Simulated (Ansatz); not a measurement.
Ansatz (an electronic-structure program) input:

Ansatz 0.2 input:
```yaml
crystal:
  lattice:
    - [4.4792533292, 0.0, 0.0]
    - [0.0, 4.4792533292, 0.0]
    - [0.0, 0.0, 3.1074071974]
  atoms:
    - { symbol: Ru, position: [0.0, 0.0, 0.0] }
    - { symbol: Ru, position: [0.5, 0.5, 0.5] }
    - { symbol: O, position: [0.3053124697, 0.3053124697, 0.0] }
    - { symbol: O, position: [0.1946875303, 0.8053124697, 0.5] }
    - { symbol: O, position: [0.6946875303, 0.6946875303, 0.0] }
    - { symbol: O, position: [0.8053124697, 0.1946875303, 0.5] }
kpoints:
  mp_grid: { grid: [9, 9, 13] }
hamiltonian:
  xc: r2scan
  pseudopotentials: { kind: paw }
scf:
  occupations: { method: fermi_dirac, width: 0.1 }
phonons:
  method: dfpt
  response_accuracy: low
  eigenvectors: true
  rigid_motions: translations
```

Output (shortened):

```
Pseudopotential: Ru, paw, valence charge 16
Pseudopotential: O, paw, valence charge 6
Functional definition: r2SCAN
Crystal: 6 atoms, lattice volume = 62.346 Å³
Basis set: ecut = 500 eV, 1559 PW (Γ), exchange–correlation on 180×180×120 points (125 copies of the dense FFT grid, shifted against one another)
Bands: 34, of which v1, the nominal top of the filled ones, is band 28 counted from 1 (27 counted from 0)
Symmetry: 16 space group operations
k-points: 527 of 1053 (irreducible under 1 space group operation, time reversal used)
SCF iter   1: F=—  HF=-14052.406528 eV  |F-HF|=—  |Δ(HF+E_count)|=         —  Δρ=1.91e-2  dr2=1.35e-1  dr2_τ=4.27e-1  ethr=1.77e-3  ⟨swp⟩=5.5  Hψ=68492  notcnv=0
preconditioner: auto → LDOS
SCF iter   2: F=—  HF=-14052.495865 eV  |F-HF|=—  |Δ(HF+E_count)|=   8.93e-2  Δρ=5.01e-3  dr2=6.71e-3  dr2_τ=4.18e-3  ethr=2.42e-4  ⟨swp⟩=2.6  Hψ=39232  notcnv=0
SCF iter   3: F=—  HF=-14052.494544 eV  |F-HF|=—  |Δ(HF+E_count)|=   1.32e-3  Δρ=1.88e-3  dr2=1.44e-3  dr2_τ=1.41e-4  ethr=1.20e-5  ⟨swp⟩=2.0  Hψ=32737  notcnv=0
SCF iter   4: F=—  HF=-14052.494209 eV  |F-HF|=—  |Δ(HF+E_count)|=   3.35e-4  Δρ=7.28e-4  dr2=2.10e-4  dr2_τ=7.47e-6  ethr=2.57e-6  ⟨swp⟩=2.3  Hψ=31964  notcnv=0
SCF iter   5: F=—  HF=-14052.494164 eV  |F-HF|=—  |Δ(HF+E_count)|=   4.47e-5  Δρ=1.48e-4  dr2=7.47e-6  dr2_τ=7.90e-7  ethr=3.74e-7  ⟨swp⟩=2.4  Hψ=24712  notcnv=0
SCF iter   6: F=—  HF=-14052.494164 eV  |F-HF|=—  |Δ(HF+E_count)|=   8.04e-7  Δρ=2.36e-5  dr2=1.83e-7  dr2_τ=2.06e-8  ethr=1.33e-8  ⟨swp⟩=2.8  Hψ=33349  notcnv=0
SCF iter   7: F=—  HF=-14052.494163 eV  |F-HF|=—  |Δ(HF+E_count)|=   7.10e-7  Δρ=5.31e-6  dr2=1.02e-8  dr2_τ=1.23e-9  ethr=3.26e-10  ⟨swp⟩=2.0  Hψ=32089  notcnv=0
SCF iter   8: F=—  HF=-14052.494163 eV  |F-HF|=—  |Δ(HF+E_count)|=  3.53e-10  Δρ=4.83e-7  dr2=9.34e-11  dr2_τ=2.68e-11  ethr=1.82e-11  ⟨swp⟩=2.2  Hψ=30476  notcnv=0
SCF iter   9: F=-14052.494163 eV  HF=-14052.494163 eV  |F-HF|=3.64e-12  |Δ(HF+E_count)|=    0.00e0  Δρ=9.57e-8  dr2=1.55e-12  dr2_τ=6.75e-13  ethr=1.00e-12  ⟨swp⟩=6.2  Hψ=89135  notcnv=0
SCF 1 converged in 9 iterations: F = -14052.494163 eV  dr2 = 1.55e-12
DFPT response loops at Γ: preconditioner auto → Kerker (q_TF=auto, 2.680 Å⁻¹) (partly filled bands, converged f_vac=0.027) …
SCF converged after 9 iterations
Free energy (F): -14052.494163 eV
Harris-Foulkes:  -14052.494163 eV  (|F-HF|=3.64e-12)
Internal energy: -14052.391167 eV  (E = F + TS)
E sigma→0 (E₀):  -14052.442665 eV
Entropy (-TS):   -0.102996 eV (-17.166 meV/atom)
Fermi energy:    12.855102 eV
--- Per-component energies (eV) ---
  E_band       = -418.065431
  E_kinetic    = 1722.181676
  E_local      = -4722.021927  (includes V_loc(G=0)·N_el)
  E_nonlocal   = 877.331844
  E_hartree    = 1594.093230
  E_xc         = -655.949308
  E_vxc        = -945.234527  (∫ρ·V_xc dr)
  E_paw        = -7595.990447  (= ΣΔE_a)
  E_vpaw       = -601.052985  (= ΣTr[D̂ρ^β])
  E_aug_tail   = 0.004571  (compensation charges beyond the density's cutoff)
  E_vtau       = 62.539448  (kinetic-family band-sum trace: ∫τ·v_τ [+ j·A + Jᵃ·Aᵃ] dr)
  E_ewald      = -5271.291130
  E_core_change = -0.749675  (= ΣΔE_core)
  E_smearing   = -0.102996  (= −TS)
  E_closure    = 0.000000  (closes the sum)
  Σ components = -14052.494163   (vs F -14052.494163, Δ=0.00e0)
  [band-id]    e_kinetic+e_local+e_nonlocal+2·e_hartree+e_vxc+e_vpaw+e_augmentation_tail+e_vtau = -418.065441   (vs E_band -418.065431, Δ=-1.02e-5)
--- Band table (eV; the first three rows and the last of 527) ---
  k-point 0: bands = ["-62.7976", "-62.7898", "-32.2762", "-32.2762", "-31.8423", "-31.8423", "-31.8284", "-31.8009", "-8.5200", "-7.5027", "-6.5160", "-6.5160", "4.1037", "4.2691", "5.3567", "5.8480", "5.8480", "8.4186", "8.4797", "8.4797", "9.9307", …
  k-point 1: bands = ["-62.7968", "-62.7893", "-32.2752", "-32.2752", "-31.8405", "-31.8405", "-31.8391", "-31.8124", "-8.4675", "-7.4737", "-6.5477", "-6.5477", "4.1656", "4.3521", "5.4203", "5.8667", "5.8667", "8.2284", "8.5481", "8.5481", "9.5902", …
  k-point 2: bands = ["-62.7948", "-62.7878", "-32.2726", "-32.2726", "-31.8685", "-31.8444", "-31.8357", "-31.8357", "-8.3179", "-7.3958", "-6.6347", "-6.6347", "4.3407", "4.5887", "5.6098", "5.9280", "5.9280", "7.7614", "8.7221", "8.7221", "8.9401", …
  k-point 526: bands = ["-62.7937", "-62.7924", "-32.2734", "-32.2725", "-31.8458", "-31.8446", "-31.8271", "-31.8228", "-7.8359", "-7.5972", "-6.9567", "-6.8473", "5.0169", "5.4047", "5.8847", "5.9082", "6.8083", "7.2284", "7.3156", "7.9184", "8.1503", …
--- Phonons (Γ-DFPT): 4 representative perturbations + reference, on 527 of 1053 k-points (Σ response iterations 34) ---
  ASR residual: 2.271e-3 → 0.000e0 eV/Å²; symmetrization residual: 1.550e-4 eV/Å²
  ASR residual per site (eV/Å²): 2.27e-3 2.27e-3 6.83e-4 6.83e-4 6.83e-4 6.83e-4
  Γ frequencies (cm⁻¹): 0.00 0.00 0.00 181.89 192.01 289.86 289.86 429.08 437.03 437.03 509.57 509.57 540.17 583.90 627.35 641.71 641.71 708.14
  non-analytic LO–TO correction: not included (Born effective charges unavailable; polar crystals: no LO–TO splitting at Γ)
```

Cost: about 29 core-minutes (a rough figure) on shared cores.

Space group P4_2/mnm (rutile). The cell was relaxed with r²SCAN under the symmetry of its start; of distortions, only those at the zone centre were tested. No spin polarisation was allowed. As this level gives no gap, phonon frequencies hold no LO–TO term and depend on the k-mesh and smearing (Fermi–Dirac, 0.1 eV here). Scalar-relativistic: spin–orbit coupling is off unless named, which matters more the heavier the elements.

Potentials: the later of the program's two PAW sets.

Ansatz is a plane-wave DFT program.
